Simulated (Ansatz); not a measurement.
Relaxed (100) slab cut from IrO2 (space group P4_2/mnm (No. 136)); the slab's formula is IrO2, its outer planes Ir (top) and O (bottom):

```
CELL_PARAMETERS angstrom
3.15357 0.00000 0.00000
0.00000 4.47149 0.00000
0.00000 0.00000 27.55944
ATOMIC_POSITIONS crystal
O 0.50000 0.77421 0.27341
O 0.00000 0.28847 0.29589
Ir 0.50000 0.50549 0.31873
O 0.00000 0.68336 0.35330
O 0.50000 0.19387 0.37207
Ir 0.00000 0.99929 0.40266
O 0.50000 0.80829 0.43359
O 0.00000 0.30840 0.45299
Ir 0.50000 0.50089 0.48375
O 0.00000 0.69107 0.51478
O 0.50000 0.19057 0.53383
Ir 0.00000 0.99933 0.56478
O 0.50000 0.80809 0.59580
O 0.00000 0.30403 0.61558
Ir 0.50000 0.49966 0.64658
O 0.00000 0.67798 0.67980
O 0.50000 0.24951 0.70661
Ir 0.00000 0.01750 0.71999
```

Theory: DFT PBEsol, scalar-relativistic, plane waves, PAW (Ansatz 0.2.0). Settings: cutoff 420 eV, Γ-centred mesh 11×8×1 on the computed 18-atom cell, Gaussian smearing of 0.10 eV; no spin polarisation. The cell repeats along c with a dipole correction in the vacuum.

The potential is the smooth part; its values at the atoms depend on the PAW datasets.

**Question.** How does the plane-averaged electrostatic potential energy of an electron run along c, counted from the Fermi level?

**Answer.** (z (Å), V (eV)): (2.58, 7.07), (2.87, 7.07), (3.16, 7.07), (3.44, 7.07), (3.73, 7.07), (4.02, 7.07), (4.31, 7.07), (4.59, 7.07), (4.88, 7.07), (5.17, 7.07), (5.45, 7.07), (5.74, 7.06), (6.03, 7.02), (6.32, 6.93), (6.60, 6.66), (6.89, 5.66), (7.18, 2.79), (7.46, -0.07), (7.75, -3.32), (8.04, -6.50), (8.33, -9.52), (8.61, -10.78), (8.90, -9.48), (9.19, -8.01), (9.47, -6.18), (9.76, -5.63), (10.05, -6.09), (10.33, -6.68), (10.62, -8.42), (10.91, -9.24), (11.20, -9.38), (11.48, -8.84), (11.77, -7.06), (12.06, -6.32), (12.34, -6.34), (12.63, -6.99), (12.92, -8.83), (13.21, -9.42), (13.49, -9.34), (13.78, -8.64), (14.07, -6.86), (14.35, -6.43), (14.64, -6.51), (14.93, -7.41), (15.22, -9.05), (15.50, -9.52), (15.79, -9.23), (16.08, -8.21), (16.36, -6.45), (16.65, -6.17), (16.94, -6.31), (17.22, -7.64), (17.51, -9.14), (17.80, -9.61), (18.09, -8.96), (18.37, -7.80), (18.66, -5.94), (18.95, -6.41), (19.23, -9.66), (19.52, -12.52), (19.81, -12.73), (20.10, -9.09), (20.38, -4.34), (20.67, 0.38), (20.96, 3.07), (21.24, 4.18), (21.53, 4.69), (21.82, 4.93), (22.10, 5.04), (22.39, 5.10), (22.68, 5.12), (22.97, 5.13), (23.25, 5.14), (23.54, 5.14), (23.83, 5.14), (24.11, 5.14), (24.40, 5.14), (24.69, 5.14)

The vacuum level lies 5.14 eV (top face) and 7.07 eV (bottom face) above the Fermi level.

Spin-orbit coupling is left out, which matters for the bands of heavy elements.

Cost: 1 run of about 8.8 core-minutes, on AMD EPYC 9R45 (Zen 5) (shared hosts).